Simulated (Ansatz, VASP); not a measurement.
# Sr: VASP beside Ansatz

```
CELL_PARAMETERS angstrom
4.06942 0.00000 0.00000
0.00000 4.06942 0.00000
0.00000 0.00000 4.06942
ATOMIC_POSITIONS crystal
Sr 0.00000 0.00000 0.00000
```

Alike in both runs: task single point; functional BLYP; k mesh 9 × 9 × 9; occupations fermi-dirac, width 0.1 eV; no spin polarisation.

```csv
,VASP,Ansatz
version,VASP 6.6.1,Ansatz 0.2.0
potentials or method,"VASP PAW PBE potentials, release 64 (Sr_sv)","plane waves (420 eV) with PAW, scalar-relativistic"
plane-wave cutoff (eV),520,420
valence electrons in the cell,10,10
```

|  | VASP | Ansatz | Ansatz less VASP |
| --- | --- | --- | --- |
| pressure (GPa) | -0.3 | -0.3 | +0.02 |

Caveats: the PAW data sets were made with another functional, which shifts forces and pressure a little (VASP).
